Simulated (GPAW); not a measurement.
# KCl (Sylvite) (Fm-3m) in GPAW: convergence with density grid spacing (A)

Aim: find how far density grid spacing (A) must go before the results for KCl (Sylvite) settle, at LDA. This setting moves, with any that are tied to it; all else stays.

Program: GPAW 26.7.0. These are calculated values, not measurements. Logs are shortened: lines on timing, memory, paths and dates and some standing lists are left out, and cuts for length are marked. The log counts tension as positive stress, the text compression.

## (1) Starting point

Symmetry: Fm-3m, No. 225, cubic system. The conventional cell has a = 6.293 Å, b = 6.293 Å, c = 6.293 Å, α = 90.00°, β = 90.00°, γ = 90.00°. K (site symmetry m-3m) has 6 Cl at 3.15 Å as nearest neighbours. Cl (site symmetry m-3m) is surrounded by 6 K at 3.15 Å.

## (2) With density grid spacing (A) 0.24

run.py

```python
from ase import Atoms
from ase.dft.bandgap import bandgap
from ase.io import write
from ase.units import GPa
from gpaw import GPAW, PW

atoms = Atoms(['K', 'Cl'],
              cell=[[0.0, 3.14647, 3.14647],
                    [3.14647, 0.0, 3.14647],
                    [3.14647, 3.14647, 0.0]],
              scaled_positions=[[0.0, 0.0, 0.0],
                                [0.5, 0.5, 0.5]],
              pbc=True)

calc = GPAW(mode=PW(600),
            h=0.24,
            xc='LDA',
            kpts={'size': (7, 7, 7), 'gamma': True},
            occupations={'name': 'fermi-dirac', 'width': 0.05},
            nbands=16,
            convergence={'density': 1e-05, 'energy': 1e-05},
            maxiter=100,
            txt='gpaw.txt')
atoms.calc = calc
energy = atoms.get_potential_energy()
forces = atoms.get_forces()
stress = atoms.get_stress()
calc.write('gs.gpw')
write('result.traj', atoms)
print(f'Energy: {energy:.6f} eV')
print('Forces (eV/A):')
print(forces.round(4))
print('Stress (GPa):', (stress / GPa).round(3))
print('Fermi level:', round(calc.get_fermi_level(), 4), 'eV')
print(f'Gap: {bandgap(calc)[0]:.4f} eV, direct: {bandgap(calc, direct=True)[0]:.4f} eV')
```

Potentials or basis: the program's PAW data sets (release 1.2.1) made for this functional, pw.

Run with:

```sh
OMP_NUM_THREADS=1 python run.py
```

Run time: 5.8 s. Hardware: 1 thread of Arm Neoverse V2, shared host; peak memory 0.15 GiB.

Results:

* Free energy: -7.5748 eV
* Pressure: -2.1 GPa
* Band gap on the k mesh: 4.75 eV, direct

## (3) With density grid spacing (A) 0.2

Changes to run.py since step 2:

```diff
@@ -15,3 +15,3 @@
 calc = GPAW(mode=PW(600),
-            h=0.24,
+            h=0.2,
             xc='LDA',
```

Potentials or basis: the program's PAW data sets (release 1.2.1) made for this functional, pw.

Run with:

```sh
OMP_NUM_THREADS=1 python run.py
```

It took 9 s on 1 thread of Arm Neoverse V2, shared host; peak memory 0.15 GiB.

Results:

| Quantity | Value |
| --- | --- |
| Free energy | -7.5793 eV |
| Pressure | -2.0 GPa |
| Band gap on the k mesh | 4.75 eV, direct |

## (4) With density grid spacing (A) 0.17

Changes to run.py since step 3:

```diff
@@ -15,3 +15,3 @@
 calc = GPAW(mode=PW(600),
-            h=0.2,
+            h=0.17,
             xc='LDA',
```

Run with:

```sh
OMP_NUM_THREADS=1 python run.py
```

Run time: 12 s. Hardware: 1 thread of Arm Neoverse V2, shared host; peak memory 0.16 GiB.

Results:

| Item | Value |
| --- | --- |
| Free energy | -7.5794 eV |
| Pressure | -2.0 GPa |
| Band gap on the k mesh | 4.75 eV, direct |

## (5) With density grid spacing (A) 0.15

Changes to run.py since step 4:

```diff
@@ -15,3 +15,3 @@
 calc = GPAW(mode=PW(600),
-            h=0.17,
+            h=0.15,
             xc='LDA',
```

Run with:

```sh
OMP_NUM_THREADS=1 python run.py
```

Wall time 15 s (1 thread of Arm Neoverse V2, shared host); peak memory 0.16 GiB.

Results (log left out):

| Item | Value |
| --- | --- |
| Free energy | -7.5794 eV |
| Pressure | -2.0 GPa |
| Band gap on the k mesh | 4.75 eV, direct |

## (6) With density grid spacing (A) 0.13

Changes to run.py since step 5:

```diff
@@ -15,3 +15,3 @@
 calc = GPAW(mode=PW(600),
-            h=0.15,
+            h=0.13,
             xc='LDA',
```

Potentials or basis: the program's PAW data sets (release 1.2.1) made for this functional, pw.

Run with:

```sh
OMP_NUM_THREADS=1 python run.py
```

Run time: 22 s. Hardware: 1 thread of Arm Neoverse V2, shared host; peak memory 0.18 GiB.

Results (log left out):

```yaml
Free_energy: -7.5794 eV
Pressure: -2.0 GPa
Band_gap_on_the_k_mesh: 4.75 eV, direct
```

## (7) With density grid spacing (A) 0.11

Changes to run.py since step 6:

```diff
@@ -15,3 +15,3 @@
 calc = GPAW(mode=PW(600),
-            h=0.13,
+            h=0.11,
             xc='LDA',
```

Run with:

```sh
OMP_NUM_THREADS=1 python run.py
```

Run time: 33 s. Hardware: 1 thread of Arm Neoverse V2, shared host; peak memory 0.21 GiB.

Results (log left out):

```yaml
Free_energy: -7.5794 eV
Pressure: -2.0 GPa
Band_gap_on_the_k_mesh: 4.75 eV, direct
```

## (8) With density grid spacing (A) 0.09

Changes to run.py since step 7:

```diff
@@ -15,3 +15,3 @@
 calc = GPAW(mode=PW(600),
-            h=0.11,
+            h=0.09,
             xc='LDA',
```

Potentials or basis: the program's PAW data sets (release 1.2.1) made for this functional, pw.

Run with:

```sh
OMP_NUM_THREADS=1 python run.py
```

gpaw.txt:

```text
__  _  _
 | _ |_)|_||  |
 |__||  | ||/\| - 26.7.0

Input parameters:
  mode=PW(ecut=600.0),
  convergence={'density': 1e-05, 'energy': 1e-05},
  h=0.09,
  kpts=MonkhorstPack(size=(7, 7, 7), gamma=True),
  maxiter=100,
  nbands=16,
  occupations=Occupations(name='fermi-dirac', width=0.05),
  xc=XC(name='LDA')

Diagonalizing LCAO Hamiltonian
Converting LCAO to pw mode

                 Cl

       K

Atoms  # Å, Bohr magnetons
|   | symbol |        x |        y |        z |    initial magnetic moments |
|---|--------|----------|----------|----------|-----------------------------|
| 0 |      K | 0.000000 | 0.000000 | 0.000000 | ( 0.0000,  0.0000,  0.0000) |
| 1 |     Cl | 3.146470 | 3.146470 | 3.146470 | ( 0.0000,  0.0000,  0.0000) |

Unit cell  # Å
| periodic |        x |        y |        z |  lengths |    angles |
|----------|----------|----------|----------|----------|-----------|
|      yes | 0.000000 | 3.146470 | 3.146470 | 4.449781 | 60.000000 |
|      yes | 3.146470 | 0.000000 | 3.146470 | 4.449781 | 60.000000 |
|      yes | 3.146470 | 3.146470 | 0.000000 | 4.449781 | 60.000000 |

Number of symmetries: 48
Symmetry operations  # r_c * U_cc + t_c -> r_c
|    | kind |            matrix            |
|----|------|------------------------------|
|  0 |  σ   |  1, 0, 0,  1, 0,-1,  1,-1, 0 |
|  1 |  C2  |  1, 0, 0,  1,-1, 0,  1, 0,-1 |
|  2 |  E   |  1, 0, 0,  0, 1, 0,  0, 0, 1 |
|  3 |  σ   |  1, 0, 0,  0, 0, 1,  0, 1, 0 |
|  4 |  C4  |  1, 0,-1,  1, 0, 0,  1,-1, 0 |
|  5 |  S6  |  1, 0,-1,  1,-1, 0,  1, 0, 0 |
|  6 |  σ   |  1, 0,-1,  0, 1,-1,  0, 0,-1 |
|  7 |  C3  |  1, 0,-1,  0, 0,-1,  0, 1,-1 |
|  8 |  S6  |  1,-1, 0,  1, 0, 0,  1, 0,-1 |
|  9 |  C4  |  1,-1, 0,  1, 0,-1,  1, 0, 0 |
| 10 |  C3  |  1,-1, 0,  0,-1, 1,  0,-1, 0 |
| 11 |  σ   |  1,-1, 0,  0,-1, 0,  0,-1, 1 |
| 12 |  σ   |  0, 1, 0,  1, 0, 0,  0, 0, 1 |
| 13 |  C4  |  0, 1, 0,  0, 1,-1, -1, 1, 0 |
| 14 |  C3  |  0, 1, 0,  0, 0, 1,  1, 0, 0 |
| 15 |  S6  |  0, 1, 0, -1, 1, 0,  0, 1,-1 |
| 16 |  C2  |  0, 1,-1,  1, 0,-1,  0, 0,-1 |
| 17 |  σ   |  0, 1,-1,  0, 1, 0, -1, 1, 0 |
| 18 |  S4  |  0, 1,-1,  0, 0,-1,  1, 0,-1 |
| 19 |  C4  |  0, 1,-1, -1, 1, 0,  0, 1, 0 |
| 20 |  C3  |  0, 0, 1,  1, 0, 0,  0, 1, 0 |
| 21 |  σ   |  0, 0, 1,  0, 1, 0,  1, 0, 0 |
| 22 |  S6  |  0, 0, 1,  0,-1, 1, -1, 0, 1 |
| 23 |  C4  |  0, 0, 1, -1, 0, 1,  0,-1, 1 |
| 24 |  S4  |  0, 0,-1,  1, 0,-1,  0, 1,-1 |
| 25 |  C3  |  0, 0,-1,  0, 1,-1,  1, 0,-1 |
| 26 |  C2  |  0, 0,-1,  0,-1, 0, -1, 0, 0 |
| 27 |  S6  |  0, 0,-1, -1, 0, 0,  0,-1, 0 |
| 28 |  S4  |  0,-1, 1,  1,-1, 0,  0,-1, 0 |
| 29 |  C4  |  0,-1, 1,  0, 0, 1, -1, 0, 1 |
| 30 |  C2  |  0,-1, 1,  0,-1, 0,  1,-1, 0 |
| 31 |  σ   |  0,-1, 1, -1, 0, 1,  0, 0, 1 |
| 32 |  C3  |  0,-1, 0,  1,-1, 0,  0,-1, 1 |
| 33 |  S6  |  0,-1, 0,  0, 0,-1, -1, 0, 0 |
| 34 |  S4  |  0,-1, 0,  0,-1, 1,  1,-1, 0 |
| 35 |  C2  |  0,-1, 0, -1, 0, 0,  0, 0,-1 |
| 36 |  C2  | -1, 1, 0,  0, 1, 0,  0, 1,-1 |
| 37 |  S6  | -1, 1, 0,  0, 1,-1,  0, 1, 0 |
| 38 |  S4  | -1, 1, 0, -1, 0, 1, -1, 0, 0 |
| 39 |  C3  | -1, 1, 0, -1, 0, 0, -1, 0, 1 |
| 40 |  S6  | -1, 0, 1,  0, 0, 1,  0,-1, 1 |
| 41 |  C2  | -1, 0, 1,  0,-1, 1,  0, 0, 1 |
| 42 |  C3  | -1, 0, 1, -1, 1, 0, -1, 0, 0 |
| 43 |  S4  | -1, 0, 1, -1, 0, 0, -1, 1, 0 |
| 44 |  C2  | -1, 0, 0,  0, 0,-1,  0,-1, 0 |
| 45 |  i   | -1, 0, 0,  0,-1, 0,  0, 0,-1 |
| 46 |  σ   | -1, 0, 0, -1, 1, 0, -1, 0, 1 |
| 47 |  C2  | -1, 0, 0, -1, 0, 1, -1, 1, 0 |

BZ-sampling:
  Number of BZ points: 343
  Number of IBZ points: 20

  Monkhorst-Pack size: [7, 7, 7]
  Monkhorst-Pack shift: [0, 0, 0]

K-points  # in reciprocal-cell coordinates
|     |                                coordinates |     weight |
|-----|--------------------------------------------|------------|
|   0 | (  0.00000000,   0.00000000,   0.00000000) | 0.00291545 |
|   1 | (  0.14285714,   0.14285714,   0.00000000) | 0.01749271 |
|   2 | (  0.14285714,   0.14285714,   0.14285714) | 0.02332362 |
|   3 | (  0.28571429,   0.14285714,   0.14285714) | 0.03498542 |
|   4 | (  0.28571429,   0.28571429,   0.00000000) | 0.01749271 |
|   5 | (  0.28571429,   0.28571429,   0.14285714) | 0.06997085 |
|   6 | (  0.28571429,   0.28571429,   0.28571429) | 0.02332362 |
|   7 | (  0.42857143,  -0.28571429,  -0.28571429) | 0.03498542 |
|   8 | (  0.42857143,   0.28571429,  -0.42857143) | 0.13994169 |
|   9 | (  0.42857143,   0.28571429,  -0.28571429) | 0.06997085 |
| ... |                                            |            |
|  19 | (  0.42857143,   0.42857143,   0.42857143) | 0.02332362 |

Plane wave coefficients: 2102
Cutoff: 600.0 eV

Spin-components: 1 (collinear spins)
Bands:           16
Projectors:      10
Spin-degeneracy: 2
Datatype:        complex128

Parallelization:
  kpt:    1
  domain: 1
  band:   1

Density:
  Valence electrons: 16.0
  Components: 1
  Grid points: [50 50 50]
  Charge: 0.0  # |e|

Potential:
  Grid points: [50 50 50]

species:
  K:
    name:    Potassium
    Z:       19.0
    valence: 9
    core:    10
    charge:  0.0  # [|e|]
    compensation charges:
      type: gauss
      rc: 0.35  # [Å]
      lmax: 2
    cutoffs:
      filter: 1.91  # [Å]
      core: 1.27  # [Å]
    projectors
    | kind |    occ | energy [eV] | rcut [Å] |
    |------|--------|-------------|----------|
    |   3s |  2.000 |     -35.177 |    1.122 |
    |   4s |  1.000 |      -2.428 |    1.122 |
    |   3p |  6.000 |     -18.839 |    1.106 |
    |    p |        |       8.373 |    1.106 |
    |    d |        |       0.000 |    0.937 |

    Using partial waves for K as LCAO basis

  Cl:
    name:    Chlorine
    Z:       17.0
    valence: 7
    core:    10
    charge:  0.0  # [|e|]
    compensation charges:
      type: gauss
      rc: 0.25  # [Å]
      lmax: 2
    cutoffs:
      filter: 1.40  # [Å]
      core: 1.49  # [Å]
    projectors
    | kind |    occ | energy [eV] | rcut [Å] |
    |------|--------|-------------|----------|
    |   3s |  2.000 |     -20.688 |    0.794 |
    |   3p |  5.000 |      -8.701 |    0.794 |
    |    s |        |       6.523 |    0.794 |
    |    p |        |      18.511 |    0.794 |
    |    d |        |       0.000 |    0.794 |

    Using partial waves for Cl as LCAO basis

Reference energy: -28859.799619  # eV

eigensolver:
  PPCG
  Converge bands: occupied
  niter=2

density mixing:
  MSR1-Mixer
  Pratt-step length: 0.05
  Maximum mixing coefficient: 0.75
  Old densities: 10
  SVD Regularization: 0.005
  Good broyden scale: 1.0
  Trust region scale: 1.0
  Backstep threshold: 4.0
  History deletion threshold: 6.0
  Fourier metric: weight=20.0, sigma=0.015

occupation numbers:
  Fermi-Dirac:
    width: 0.0500  # eV

poisson solver:
  ecut: 4800.0  # eV

xc functional:
  name: None

convergence criteria:
- Maximum integral of absolute [dens]ity change: 1e-05 electrons / valence electron
- Maximum [total energy] change in last 3 cyles: 1e-05 eV / valence electron
- Maximum integral of absolute [eigenst]ate change: 4e-08 eV^2 / valence electron
maximum number of iterations: 100

SCF iterations
|iter     | |      energy | eigst |  dens |
|---------|-|-------------|-------|-------|
|iter:   1| |   -7.778238 | -0.23 |       |
|iter:   2| |   -7.742366 | -2.40 | -1.31 |
|iter:   3| |   -7.582530 | -1.98 | -1.34 |
|iter:   4| |   -7.579345 | -3.26 | -1.72 |
|iter:   5| |   -7.579367 | -4.39 | -2.14 |
|iter:   6| |   -7.579400c| -5.79 | -2.82 |
|iter:   7| |   -7.579402c| -7.19 | -3.56 |
|iter:   8| |   -7.579402c| -8.32c| -4.23 |
|iter:   9| |   -7.579402c| -9.27c| -5.56c|

Converged in 9 steps
Energy contributions relative to reference atoms: (reference = -28859.799619)

Energy contributions:
  Kinetic:           0.951180
  Coulomb:          -0.860363
  Zero:             -0.629672
  External:          0.000000
  Xc:               -7.040547
  Entropy:          -0.000000
  Spinorbit:         0.000000
  ----------------------------
  Free energy:      -7.579402
  Extrapolated:     -7.579402

dipole moment: (-22.861412, -22.861412, -22.861412)  # |e|*Ang

Fermi level: 1.354
Eigenvalues  # (at kpt = [0.000, 0.000, 0.000])
| band index |      eig [eV] | occ [0-2] |
|------------|---------------|-----------|
|          0 |       -27.447 |     2.000 |
|          1 |       -12.642 |     2.000 |
|          2 |       -11.142 |     2.000 |
|          3 |       -11.142 |     2.000 |
|          4 |       -11.142 |     2.000 |
|          5 |        -0.593 |     2.000 |
[... 8 lines left out ...]
|         14 |        11.876 |     0.000 |
|         15 |        15.615 |     0.000 |

Gap: 4.747 eV
Transition (v -> c):
  (s=0, k=0, n=7, [0.00, 0.00, 0.00]) -> (s=0, k=0, n=8, [0.00, 0.00, 0.00])
No difference between direct/indirect transitions

Forces  # eV/Ang
|       x |        y |        z |
|---------|----------|----------|
| 0.00000 | -0.00000 | -0.00000 |  # K    0
| 0.00000 | -0.00000 | -0.00000 |  # Cl   1

Stress tensor  # eV/Ang^3
|        x |         y |         z |
|----------|-----------|-----------|
| 0.012684 |  0.000000 |  0.000000 |
| 0.000000 |  0.012684 | -0.000000 |
| 0.000000 | -0.000000 |  0.012684 |

# Writing to gs.gpw (mode='')
```

Wall time 53 s (1 thread of Arm Neoverse V2, shared host); peak memory 0.27 GiB.

Results:

- Free energy: -7.5794 eV
- Pressure: -2.0 GPa
- Band gap on the k mesh: 4.75 eV, direct

## (9) Result

| density grid spacing (A) | energy less the tightest run, at zero smearing (meV/atom) | SCF cycles | CPU time (s) | peak memory (GiB) |
| --- | --- | --- | --- | --- |
| 0.24 | 2.32 | 9 | 5.8 | 0.15 |
| 0.2 | 0.05 | 9 | 9 | 0.15 |
| 0.17 | 0.00 | 9 | 12 | 0.16 |
| 0.15 | 0.00 | 9 | 15 | 0.16 |
| 0.13 | 0.00 | 9 | 22 | 0.18 |
| 0.11 | 0.00 | 9 | 33 | 0.21 |
| 0.09 | 0.00 | 9 | 53 | 0.27 |

Against the tightest run, the energy stays within 1 meV/atom from 0.2 on. The tightest run that finished is the yardstick and may itself not be fully converged.

Caveats: an odd mesh through Γ misses points on the zone boundary, where band edges often lie.
